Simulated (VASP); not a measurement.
Runs of VASP 6.6.1 on NaI. Symmetry: Fm-3m, No. 225, cubic system. Conventional cell: a = 6.411 Å, b = 6.411 Å, c = 6.411 Å, α = 90.00°, β = 90.00°, γ = 90.00°. Na (site symmetry m-3m) is surrounded by 6 I at 3.21 Å. Around I (site symmetry m-3m) lie 6 Na at 3.21 Å. 

```tsv
task	level	potentials or basis	cell	gap on the mesh (eV)	pressure (GPa)
relaxation of the atoms	PBEsol	VASP PAW PBE potentials, release 64 (Na_pv, I)	atoms relaxed from: a relaxed cell with its volume scaled by 1.06	(b)	-0.9
relaxation of the atoms	PBEsol	VASP PAW PBE potentials, release 64 (Na_pv, I)	atoms relaxed from: a relaxed cell with its volume scaled by 1.02	(a)	-0.3
relaxation of the atoms	PBEsol	VASP PAW PBE potentials, release 64 (Na_pv, I)	atoms relaxed from: a relaxed cell with its volume scaled by 1.04	3.48	-0.6
relaxation of the atoms	LDA	VASP PAW LDA potentials, release 64 (Na_pv, I)	atoms relaxed from: a relaxed cell with its volume scaled by 1.02	3.57	-0.4
relaxation of cell and atoms	PBEsol	VASP PAW PBE potentials, release 64 (Na_pv, I)	relaxed	3.58	0.0
```

Alike in all rows: no spin polarisation; k mesh 8 × 8 × 8; cutoff (eV) 600; smearing gaussian 0.03 eV.

Q: Fill in the values left out.

A: (a) 3.53; (b) 3.44.

Caveats: spin-orbit coupling is left out, which moves the levels of the heavy elements; the relaxation stopped at its first step, so nothing moved (some runs); the PAW data sets were made with another functional, which shifts forces and pressure a little (some runs).

A k mesh can miss the band edges, and the runs leave out spin-orbit coupling on I.
